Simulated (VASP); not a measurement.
Runs of VASP 6.6.1 on Sn. The structure is orthorhombic, space group Immm (No. 71). The conventional cell has a = 3.453 Å, b = 3.551 Å, c = 4.677 Å, α = 90.00°, β = 90.00°, γ = 90.00°. Around Sn (site symmetry mmm) lie 12 Sn at 3.41 to 3.55 Å. This isn't the form of Sn at room conditions, which is tetragonal (white tin).

```tsv
task	level	potentials or basis	cell	k mesh	cutoff (eV)	mesh quality	gap on the mesh (eV)	pressure (GPa)	relaxed volume (Å³/atom)
relaxation of cell and atoms	PBEsol	VASP PAW PBE potentials, release 64 (Sn)	relaxed	16 × 16 × 16	580	not flagged	none	0.0	(b)
relaxation of cell and atoms	PBE	VASP PAW PBE potentials, release 64 (Sn_d)	relaxed	16 × 16 × 16	600	not flagged	none	0.0	27.94
relaxation of cell and atoms	PBEsol	VASP PAW PBE potentials, release 64 (Sn_d)	relaxed	6 × 6 × 6	600	coarse	none	0.0	26.65
relaxation of cell and atoms	PBE+D3(BJ)	VASP PAW PBE potentials, release 64 (Sn_d)	relaxed	16 × 16 × 16	600	not flagged	none	0.0	(c)
relaxation of cell and atoms	PBEsol	VASP PAW PBE potentials, release 64 (Sn_d)	relaxed	16 × 16 × 16	300	not flagged	none	0.0	26.15
relaxation of cell and atoms	PBEsol	VASP PAW PBE potentials, release 64 (Sn_d)	relaxed	16 × 16 × 16	600	not flagged	none	0.0	26.40
relaxation of cell and atoms	RPBE	VASP PAW PBE potentials, release 64 (Sn_d)	relaxed	16 × 16 × 16	600	not flagged	none	0.0	28.85
single point	PBEsol	VASP PAW PBE potentials, release 64 (Sn_d)	as given	16 × 16 × 16	520	not flagged	none	-3.6	-
relaxation of cell and atoms	LDA	VASP PAW LDA potentials, release 64 (Sn_d)	relaxed	16 × 16 × 16	600	not flagged	none	0.0	(a)
```

Alike in all rows: no spin polarisation; smearing gaussian 0.1 eV.

**Question.** Estimate the missing entries.

**Answer.** (a) 25.76; (b) 26.38; (c) 26.69.

Caveats: some runs use coarse meshes; the PAW data sets were made with another functional, which shifts forces and pressure a little (some runs); pairwise dispersion overbinds metals, which lowers pressure and volume (some runs).

A k mesh can miss the band edges, and the runs leave out spin-orbit coupling on Sn.

A gap of «none» marks a metal or a gap under the smearing width.

The runs don't all hold the same shells in valence.
